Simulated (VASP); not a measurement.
## A VASP 6.6.1 single-point calculation on Sn

INCAR

```
NELM = 120
NBANDS = 21
SIGMA = 0.5
NSW = 0
ALGO = Normal
LREAL = Auto
LASPH = .TRUE.
LWAVE = .FALSE.
EDIFF = 1E-7
LCHARG = .FALSE.
PREC = Accurate
IBRION = -1
METAGGA = R2SCAN
ENCUT = 520
ISIF = 2
ISMEAR = 1
```

KPOINTS

```
KPOINTS created by Atomic Simulation Environment
0
Gamma
5 5 5
0 0 0
```

POSCAR

```
Sn
 1.0000000000000000
     0.0000000000000000    3.2969407276000000    3.2969407276000000
     3.2969407276000000    0.0000000000000000    3.2969407276000000
     3.2969407276000000    3.2969407276000000    0.0000000000000000
 Sn
   2
Cartesian
  0.0000000000000000  0.0000000000000000  0.0000000000000000
  1.6484703638000000  1.6484703638000000  1.6484703638000000
```

The recommended PBE PAW datasets give the neutral cell 28 valence electrons.

Command

```
mpirun -np 1 vasp_std
```

Predict the outcome of this run.

It converged. Results: gap between bands v and c on the k mesh 0.00 eV; least direct gap on the k mesh 0.00 eV; pressure -0.4 GPa. Band v is the last that the valence electrons fill when counted band by band, and c is the next.

OSZICAR

```
N       E                     dE             d eps       ncg     rms          rms(c)
DAV:   1     0.190141176075E+03    0.19014E+03   -0.15001E+04   420   0.190E+03
DAV:   2    -0.286337991982E+02   -0.21877E+03   -0.21510E+03   420   0.456E+02
DAV:   3    -0.527927333851E+02   -0.24159E+02   -0.24028E+02   500   0.143E+02
DAV:   4    -0.536134139615E+02   -0.82068E+00   -0.82032E+00   460   0.292E+01
DAV:   5    -0.536494271460E+02   -0.36013E-01   -0.36012E-01   647   0.565E+00    0.464E+00
DAV:   6    -0.494218909907E+02    0.42275E+01   -0.10824E+00   435   0.165E+01    0.229E+00
DAV:   7    -0.494188427779E+02    0.30482E-02   -0.51512E-02   518   0.202E+00    0.982E-01
DAV:   8    -0.494218372873E+02   -0.29945E-02   -0.16921E-02   550   0.766E-01    0.994E-02
DAV:   9    -0.494219545717E+02   -0.11728E-03   -0.36013E-03   531   0.904E-01    0.455E-02
DAV:  10    -0.494219826588E+02   -0.28087E-04   -0.14531E-04   489   0.118E-01    0.173E-02
DAV:  11    -0.494219801101E+02    0.25487E-05   -0.11083E-04   580   0.139E-01    0.162E-02
DAV:  12    -0.494219798356E+02    0.27449E-06   -0.38610E-06   517   0.179E-02    0.621E-03
DAV:  13    -0.494219770624E+02    0.27732E-05   -0.39264E-06   565   0.286E-02    0.565E-04
DAV:  14    -0.494219770635E+02   -0.10396E-08   -0.85599E-08   286   0.293E-03
   1 F= -.49421977E+02 E0= -.49425972E+02  d E =0.119860E-01
```

Standard output (part)

```
POSCAR found type information on POSCAR Sn
 POSCAR found :  1 types and       2 ions
|     You have a (more or less) 'small supercell' and for smaller cells       |
|     it is recommended to use the reciprocal-space projection scheme!        |
|     The real-space optimization is not efficient for small cells and it     |
|     is also less accurate ...                                               |
|     Therefore, set LREAL=.FALSE. in the INCAR file.                         |
 LDA part: xc-table for (None), standard interpolation
 POSCAR, INCAR and KPOINTS ok, starting setup
 WAVECAR not read
 entering main loop
```

These settings aren't sound, so the numbers aren't properties of the crystal.

On sound settings r²SCAN gives a gap of 0.00 eV on its mesh and a pressure of -0.5 GPa for the intended cell.
